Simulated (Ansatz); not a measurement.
# Zone-centre phonons of HfS2 at 50 GPa: input and output

The calculation used Ansatz 0.2.0, DFT LDA, scalar-relativistic, plane waves, PAW.

Launched with:
```bash
ansatz run input.yaml --threads 1 --pin off --max-ram 3072MiB --backend cpu --events-out ev --progress --plain --runs-dir out
```

Input (bare energies are in eV):
```yaml
crystal:
  lattice:
    - [3.0718225311, 0.0, 0.0]
    - [-1.5359112656, 2.6602763479, 0.0]
    - [0.0, 0.0, 4.9866116262]
  atoms:
    - { symbol: Hf, position: [0.0, 0.0, 0.0] }
    - { symbol: S, position: [0.6666666667, 0.3333333333, 0.6842090035] }
    - { symbol: S, position: [0.3333333333, 0.6666666667, 0.3157909965] }
basis:
  ecutwfc: 420
kpoints:
  mp_grid: { grid: [18, 18, 8] }
hamiltonian:
  xc: lda
scf:
  occupations: { method: fermi_dirac, width: 0.15 }
output:
  eigenvalues: true
phonons:
  method: dfpt
  eigenvectors: true
```

The end of the output:
```
--- Phonons (Γ-DFPT): 4 representative perturbations + reference, on 695 of 2592 k-points (Σ response iterations 12) ---
  k mesh reduced under 2 symmetry operations, with k and −k counted as one. Each operation leaves every solved perturbation unchanged. A smaller set is not used because it would not reduce the number of displacements ...
  ASR residual: 2.590e-4 → 0.000e0 eV/Å²; symmetrization residual: 6.470e-6 eV/Å²
  ASR residual per site (eV/Å²): 2.59e-4 5.26e-5 5.26e-5
  Γ frequencies (cm⁻¹): 0.00 0.00 0.00 246.70 246.70 285.69 285.69 433.00 482.00
  non-analytic LO–TO correction: not included (Born effective charges unavailable; polar crystals: no LO–TO splitting at Γ)
```

It took 2.7 min on 1 thread of Intel(R) Xeon(R) 6975P-C (Granite Rapids) (shared host), peak memory 2 GiB.

In a metal, frequencies and elastic constants depend on the k mesh and the smearing, soft modes and shear constants most. Spin–orbit coupling is left out, which matters for heavy elements. Other phases may be more stable at this pressure. A semilocal functional can close a gap that the real compound has.